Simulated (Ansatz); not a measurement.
Input and command of a calculation in Ansatz (plane waves; scalar-relativistic PAW potentials unless the input names others):

```yaml
crystal:
  lattice:
    - [2.7582106673, 0.0, 0.0]
    - [-1.3791053337, 2.3886805069, 0.0]
    - [0.0, 0.0, 3.979469403]
  atoms:
    - { symbol: Ru, position: [0.3333333333, 0.6666666667, 0.25] }
    - { symbol: Ru, position: [0.6666666667, 0.3333333333, 0.75] }
basis:
  ecutwfc: "450 eV"
kpoints:
  mp_grid: { grid: [18, 18, 10] }
hamiltonian:
  xc: pbe
scf:
  occupations: { method: gaussian, width: 0.1 }
output:
  forces: true
  eigenvalues: true
  stress: true
```

```bash
ansatz run input.yaml --threads 1 --pin off --max-ram 1331MiB --backend cpu --events-out ev --progress --plain --runs-dir out
```

Abridged log:
```
Basis set: ecut = 450 eV, 577 PW (Γ), exchange–correlation on 40×40×60 points (8 copies of the dense FFT grid, shifted against one another)
Bands: 20, of which v1, the nominal top of the filled ones, is band 16 counted from 1 (15 counted from 0)
Symmetry: 24 space group operations
k-points: 222 of 3240
SCF iter   1: F=—  HF=-11757.079436 eV  |F-HF|=—  |Δ(HF+E_count)|=         —  Δρ=8.27e-3  dr2=4.46e-3  ethr=1.77e-3  ⟨swp⟩=5.0  Hψ=17337  notcnv=0
SCF iter   2: F=—  HF=-11757.081602 eV  |F-HF|=—  |Δ(HF+E_count)|=   2.17e-3  Δρ=4.82e-3  dr2=1.59e-3  ethr=1.39e-5  ⟨swp⟩=2.0  Hψ=9635  notcnv=0
SCF iter   3: F=—  HF=-11757.082530 eV  |F-HF|=—  |Δ(HF+E_count)|=   9.28e-4  Δρ=3.49e-4  dr2=1.17e-5  ethr=4.97e-6  ⟨swp⟩=2.0  Hψ=6028  notcnv=0
SCF iter   4: F=—  HF=-11757.082531 eV  |F-HF|=—  |Δ(HF+E_count)|=   6.51e-7  Δρ=1.28e-4  dr2=1.65e-6  ethr=3.66e-8  ⟨swp⟩=2.1  Hψ=7801  notcnv=0
SCF iter   5: F=-11757.082531 eV  HF=-11757.082531 eV  |F-HF|=2.08e-8  |Δ(HF+E_count)|=   8.05e-8  Δρ=3.53e-5  dr2=8.68e-8  ethr=5.16e-9  ⟨swp⟩=2.5  Hψ=7859  notcnv=0
SCF iter   6: F=-11757.082531 eV  HF=-11757.082531 eV  |F-HF|=1.13e-10  |Δ(HF+E_count)|=   4.11e-9  Δρ=1.01e-5  dr2=4.97e-9  ethr=2.71e-10  ⟨swp⟩=3.3  Hψ=17390  notcnv=0
SCF 1 converged in 6 iterations: F = -11757.082531 eV  dr2 = 4.97e-9
SCF converged after 6 iterations
Free energy (F): -11757.082531 eV
Harris-Foulkes:  -11757.082531 eV  (|F-HF|=1.13e-10)
Internal energy: -11757.073470 eV  (E = F + TS)
E sigma→0 (E₀):  -11757.078000 eV
Entropy (-TS):   -0.009061 eV (-4.531 meV/atom)
Fermi energy:    24.610037 eV
--- Forces (eV/Å), atoms counted from 1 ---
  atom   1  Ru     0.00000000     0.00000000     0.00000000
  atom   2  Ru     0.00000000     0.00000000     0.00000000
--- Stress (GPa, compression-positive) ---
        6.812327       0.000000       0.000000
        0.000000       6.812327       0.000000
        0.000000       0.000000      51.601631
  P = ⅓ Tr σ = 21.7421 GPa (217.421 kbar)
```

Apart from outputs and empty bands, the input differs from a reference run on usual settings in basis.ecutwfc: 420 → "450 eV". The reference, at the same geometry (not necessarily relaxed), gave pressure 21.77 GPa, largest force 0.000 eV/Å, no gap on the mesh. This run converged in 6 SCF iterations (reference: 6) with an energy at zero smearing 0.94 meV/atom below the reference's, pressure 21.74 GPa, largest force 0.000 eV/Å, no gap on the mesh.